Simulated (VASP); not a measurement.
# GaP (F-43m) in VASP: notebook

One crystal, GaP, is run at these levels: HSE06; tasks: single point.

All numbers are computed with VASP 6.6.1; they aren't measurements. Logs are shortened: lines on timing, memory, paths and dates and some standing lists are left out, and cuts for length are marked.

**1. The crystal as given**

The structure is cubic, space group F-43m (No. 216). The conventional cell has a = 5.451 Å, b = 5.451 Å, c = 5.451 Å, α = 90.00°, β = 90.00°, γ = 90.00°. Ga (site symmetry -43m) has 4 P at 2.36 Å as nearest neighbours. Around P (site symmetry -43m) lie 4 Ga at 2.36 Å.

**2. Single point, HSE06**

POSCAR

```
GaP
1.0
    0.0000000000      2.7252500000      2.7252500000
    2.7252500000      0.0000000000      2.7252500000
    2.7252500000      2.7252500000      0.0000000000
Ga P
1 1
Direct
    0.0000000000      0.0000000000      0.0000000000
    0.7500000000      0.7500000000      0.7500000000
```

INCAR.step1

```
SYSTEM = GaP
  PREC = Accurate
  ENCUT = 400
  EDIFF = 1E-5
  ISMEAR = 0
  SIGMA = 0.01
  LREAL = .FALSE.
  LASPH = .TRUE.
  NELM = 100
  ALGO = Normal
  ISIF = 2
  LWAVE = .TRUE.
  NBANDS = 17
  NKRED = 1
  GGA = PE
```

INCAR.step2

```
SYSTEM = GaP
  PREC = Accurate
  ENCUT = 400
  EDIFF = 1E-6
  ISMEAR = 0
  SIGMA = 0.01
  LREAL = .FALSE.
  LASPH = .TRUE.
  NELM = 100
  ALGO = Normal
  ISIF = 2
  LWAVE = .FALSE.
  LCHARG = .FALSE.
  GGA = PE
  LHFCALC = .TRUE.
  HFSCREEN = 0.2
  PRECFOCK = Fast
  NBANDS = 17
  NKRED = 1
  ISTART = 1
```

KPOINTS

```
regular mesh
0
G
  5 5 5
  0 0 0
```

Potentials or basis: VASP PAW PBE potentials, release 64 (Ga_d, P).

The run is started by

```
> cat potpaw_PBE.64/Ga_d/POTCAR potpaw_PBE.64/P/POTCAR > POTCAR
> cp INCAR.step1 INCAR
> mpirun -np 1 vasp_std > vasp.out
> cp INCAR.step2 INCAR
> mpirun -np 1 vasp_std > vasp.out
```

OUTCAR:

```text
SYSTEM = GaP
   PREC = Accurate
   ENCUT = 400
   EDIFF = 1E-6
   ISMEAR = 0
   LREAL = .FALSE.
   LASPH = .TRUE.
   NELM = 100
   ISIF = 2
   GGA = PE
   LHFCALC = .TRUE.
   HFSCREEN = 0.2
   PRECFOCK = Fast
   NKRED = 1
   ISTART = 1

 Found     10 irreducible k-points:

 Following reciprocal coordinates:
            Coordinates               Weight
  0.000000  0.000000  0.000000      1.000000
  0.200000  0.000000  0.000000      8.000000
  0.400000  0.000000  0.000000      8.000000
  0.200000  0.200000  0.000000      6.000000
  0.400000  0.200000  0.000000     24.000000
 -0.400000  0.200000  0.000000     24.000000
   k-points           NKPTS =     10   k-points in BZ     NKDIM =    125   number of bands    NBANDS=     17
   number of dos      NEDOS =    301   number of ions     NIONS =      2
   total plane-waves  NPLWV =  21952
   dimension x,y,z NGX =    28 NGY =   28 NGZ =   28
   dimension x,y,z NGXF=    56 NGYF=   56 NGZF=   56
   ions per type =               1   1
   NGX,Y,Z   is equivalent  to a cutoff of  12.08, 12.08, 12.08 a.u.
   NGXF,Y,Z  is equivalent  to a cutoff of  24.16, 24.16, 24.16 a.u.
 SYSTEM =  GaP
   PREC   = accura    normal or accurate (medium, high low for compatibility)
   ISTART =      1    job   : 0-new  1-cont  2-samecut
   ICHARG =      0    charge: 1-file 2-atom 10-const
   ISPIN  =      1    spin polarized calculation?
   LNONCOLLINEAR =      F non collinear calculations
   LSORBIT =      F    spin-orbit coupling
   LASPH  =      T    aspherical Exc in radial PAW
   ENCUT  =  400.0 eV  29.40 Ry    5.42 a.u.   6.29  6.29  6.29*2*pi/ulx,y,z
   NELM   =    100;   NELMIN=  2; NELMDL=  0     # of ELM steps
   EDIFF  = 0.1E-05   stopping-criterion for ELM
   LREAL  =      F    real-space projection
   EDIFFG = 0.1E-04   stopping-criterion for IOM
   NSW    =      0    number of steps for IOM
   IBRION =     -1    ionic relax: 0-MD 1-quasi-New 2-CG
   NFREE  =      0    steps in history (QN), initial steepest desc. (CG)
   ISIF   =      2    stress and relaxation
   ISYM   =      3    0-nonsym 1-usesym 2-fastsym
   POTIM  = 0.5000    time-step for ionic-motion
   TEBEG  =    0.0;   TEEND  =   0.0 temperature during run
   PSTRESS=    0.0 pullay stress
   NELECT =      18.0000    total number of electrons
   NUPDOWN=      -1.0000    fix difference up-down
   EMIN   =  10.00;   EMAX   =-10.00  energy-range for DOS
   EFERMI =   0.00;   METHOD = LEGACY
   ISMEAR =     0;   SIGMA  =   0.01  broadening in eV -4-tet -1-fermi 0-gaus
   EFERMI_NEDOS =   21; number of points for ismear=-14 and -15
   IALGO  =     38    algorithm
   IMIX   =      1    mixing-type and parameters
     AMIX     =   0.40;   BMIX     =  1.00
     AMIX_MAG =   1.60;   BMIX_MAG =  1.00
  volume/ion in A,a.u.               =      20.24       136.59
  Fermi-wavevector in a.u.,A,eV,Ry     =   1.249538  2.361284 21.243377  1.561344
  Thomas-Fermi vector in A             =   2.383574
   LORBIT       =      0    0 simple, 1 ext, 2 COOP (PROOUT), +10 PAW based schemes
   GGA     = PE    functional components
   LHFCALC =     T    Hartree Fock is set to
   PRECFOCK=fast      Normal, Fast or Accurate (Low or Medium for compatibility)
   ENCUT4O =  -1.0   cutoff for four orbital integrals eV
   NKREDX  =     1    reduce k-point grid by
   NKREDY  =     1    reduce k-point grid by
   NKREDZ  =     1    reduce k-point grid by
   AEXX    =    0.2500 exact exchange contribution
   HFSCREEN=    0.2000 screening length (either q_TF or 0.3 A-1)
   HFSCREENC=   0.2000 screening length for correlation (either q_TF or 0.3 A-1)
   ENCUTFOCK=  -1.0 apply spherical cutoff to Coloumb kernel
   IVDW    =     0    specifies the selected vdW correction
   LEPSILON=     F    determine dielectric tensor
   LRPA    =     F    only Hartree local field effects (RPA)
 non-spin polarized calculation
 Gauss-broadening in eV      SIGMA  =   0.01
  energy-cutoff  :      400.00
  volume of cell :       40.48
 maximum number of plane-waves:       745
 NGX is ok and might be reduce to    28
  NGX = 16; NGY = 16; NGZ = 16

 number of electron      18.0000016 magnetization

 Free energy of the ion-electron system (eV)
  ---------------------------------------------------
  ext. energy  EPLUGINS =         0.00000000
  ---------------------------------------------------
  free energy    TOTEN  =       -10.78157219 eV

  energy without entropy =      -10.78157219  energy(sigma->0) =      -10.78157219

 E-fermi :   4.2905     XC(G=0):  -8.1394

 val. band max:        4.2091693226   @ k =   0.0000   0.0000   0.0000
 cond. band min:       6.5143800428   @ k =   0.4000   0.4000   0.0000
 fundamental gap:      2.3052107201
 Fermi energy:         4.2905241792

 k-point     1 :       0.0000    0.0000    0.0000
  band No.  band energies     occupation
      1     -12.8543      2.00000
      2     -12.8543      2.00000
      3     -12.8543      2.00000
      4     -12.7531      2.00000
      5     -12.7530      2.00000
      6      -9.5731      2.00000
      7       4.2092      2.00000
      8       4.2092      2.00000
      9       4.2092      2.00000
     10       7.0354      0.00000
     11       9.0021      0.00000
     12       9.0021      0.00000
     13       9.0021      0.00000
     14      14.0930      0.00000
     15      15.1352      0.00000
     16      15.1352      0.00000
     17      17.7776      0.00000

 k-point     2 :       0.2000    0.0000    0.0000
  band No.  band energies     occupation
      1     -12.8747      2.00000
      2     -12.8445      2.00000
      3     -12.8445      2.00000
      4     -12.7530      2.00000
      5     -12.7530      2.00000
      6      -9.0287      2.00000
      7       1.0264      2.00000
      8       3.6882      2.00000
      9       3.6882      2.00000
     10       7.4593      0.00000
     11       9.7471      0.00000
     12       9.7471      0.00000
     13      10.7785      0.00000
     14      14.1591      0.00000
     15      14.1591      0.00000
     16      15.3914      0.00000
     17      17.5173      0.00000

 k-point     3 :       0.4000    0.0000    0.0000
  band No.  band energies     occupation
      1     -12.9061      2.00000
      2     -12.8323      2.00000
      3     -12.8323      2.00000
      4     -12.7492      2.00000
      5     -12.7492      2.00000
      6      -7.7078      2.00000
      7      -2.3886      2.00000
      8       3.0825      2.00000
      9       3.0825      2.00000
     10       6.8327      0.00000
     11       9.9097      0.00000
     12       9.9097      0.00000
     13      13.4221      0.00000
     14      15.4585      0.00000
     15      15.9642      0.00000
     16      15.9642      0.00000
     17      20.4251      0.00000

 k-point     4 :       0.2000    0.2000    0.0000
  band No.  band energies     occupation
      1     -12.8902      2.00000
      2     -12.8342      2.00000
      3     -12.8342      2.00000
      4     -12.7625      2.00000
      5     -12.7465      2.00000
      6      -8.8450      2.00000
      7       1.2410      2.00000
      8       2.8302      2.00000
      9       2.8302      2.00000
     10       7.5579      0.00000
     11       9.0986      0.00000
     12      11.1953      0.00000
     13      11.1953      0.00000
     14      12.6786      0.00000
     15      15.8024      0.00000
     16      17.0193      0.00000
     17      19.2538      0.00000

 k-point     5 :       0.4000    0.2000    0.0000
  band No.  band energies     occupation
      1     -12.9138      2.00000
      2     -12.8236      2.00000
      3     -12.8194      2.00000
      4     -12.7651      2.00000
      5     -12.7430      2.00000
      6      -7.7276      2.00000
      7      -1.4733      2.00000
      8       1.6677      2.00000
      9       2.2438      2.00000
     10       7.6756      0.00000
     11       9.6985      0.00000
     12      11.1202      0.00000
     13      11.8775      0.00000
     14      15.6957      0.00000
     15      17.0476      0.00000
     16      17.5192      0.00000
     17      20.0519      0.00000

 k-point     6 :      -0.4000    0.2000    0.0000
  band No.  band energies     occupation
      1     -12.9160      2.00000
      2     -12.8247      2.00000
      3     -12.8188      2.00000
      4     -12.7558      2.00000
      5     -12.7489      2.00000
      6      -7.0099      2.00000
      7      -2.7166      2.00000
      8       0.8026      2.00000
      9       2.5099      2.00000
     10       7.8945      0.00000
     11      10.2406      0.00000
     12      11.2557      0.00000
     13      13.2660      0.00000
     14      15.2301      0.00000
     15      15.4490      0.00000
     16      17.8266      0.00000
     17      20.1801      0.00000

 [... further k-points ...]

------------------------ aborting loop because EDIFF is reached ----------------------------------------

  FORCE on cell =-STRESS in cart. coord.  units (eV):
  Direction    XX          YY          ZZ          XY          YZ          ZX
  --------------------------------------------------------------------------------------
  -------------------------------------------------------------------------------------
  Total        0.1008695      0.1008695      0.1008695     -0.0000000      0.0000000     -0.0000000
  in kB        3.9922834      3.9922834      3.9922834     -0.0000000      0.0000000     -0.0000000
  external PRESSURE =       3.9922834 kB  Pullay stress =       0.0000000 kB

 VOLUME and BASIS-vectors are now :
 -----------------------------------------------------------------------------
  energy-cutoff  :      400.00
  volume of cell :       40.48
      direct lattice vectors                 reciprocal lattice vectors
     0.000000000  2.725250000  2.725250000    -0.183469406  0.183469406  0.183469406
     2.725250000  0.000000000  2.725250000     0.183469406 -0.183469406  0.183469406
     2.725250000  2.725250000  0.000000000     0.183469406  0.183469406 -0.183469406

 POSITION                                       TOTAL-FORCE (eV/Angst)
 -----------------------------------------------------------------------------------
      0.00000      0.00000      0.00000        -0.000000      0.000000     -0.000000
      4.08788      4.08788      4.08788         0.000000     -0.000000      0.000000
 -----------------------------------------------------------------------------------
    total drift:                                0.000047      0.000039      0.000031

  FREE ENERGIE OF THE ION-ELECTRON SYSTEM (eV)
  ---------------------------------------------------
  free  energy   TOTEN  =       -10.7815721870 eV

  energy  without entropy=      -10.7815721870  energy(sigma->0) =      -10.78157219
```

It took 2.3 min on 1 thread of Intel Xeon 6975P-C (Granite Rapids), shared host; peak memory 0.26 GiB.

The run converged, but some of its settings lie outside the range that counts as converged, so its numbers aren't taken as properties of the crystal.

Results:

```
Free energy            : -10.7816 eV
Pressure               : 0.4 GPa
Band gap on the k mesh : 2.31 eV, indirect (least direct gap 2.83 eV)
```

Caveat: the PAW data sets were made with another functional, which shifts forces and pressure a little; an odd mesh through Γ misses points on the zone boundary, where band edges often lie.

**3. Single point, HSE06**

POSCAR is that of step 2.

Edit INCAR.step1 of step 2 so:

```diff
@@ -2,3 +2,3 @@
   PREC = Accurate
-  ENCUT = 400
+  ENCUT = 350
   EDIFF = 1E-5
```

Edit INCAR.step2 of step 2 so:

```diff
@@ -2,3 +2,3 @@
   PREC = Accurate
-  ENCUT = 400
+  ENCUT = 350
   EDIFF = 1E-6
```

KPOINTS

```
regular mesh
0
G
  6 6 6
  0 0 0
```

Potentials or basis: VASP PAW PBE potentials, release 64 (Ga_d, P).

The run is started by

```
> cat potpaw_PBE.64/Ga_d/POTCAR potpaw_PBE.64/P/POTCAR > POTCAR
> cp INCAR.step1 INCAR
> mpirun -np 1 vasp_std > vasp.out
> cp INCAR.step2 INCAR
> mpirun -np 1 vasp_std > vasp.out
```

It took 4.1 min on 1 thread of Intel Xeon 6975P-C (Granite Rapids), shared host; peak memory 0.25 GiB.

These settings aren't checked as converged: the numbers below hold their error.

Results:

```
Free energy            : -10.8057 eV
Pressure               : 0.4 GPa
Band gap on the k mesh : 2.31 eV, indirect (least direct gap 2.81 eV)
```

Caveat: the cutoff is under 1.25 times the usual one of these potentials, so pressure, stress and relaxed cells hold a basis-set (Pulay) error; the PAW data sets were made with another functional, which shifts forces and pressure a little.
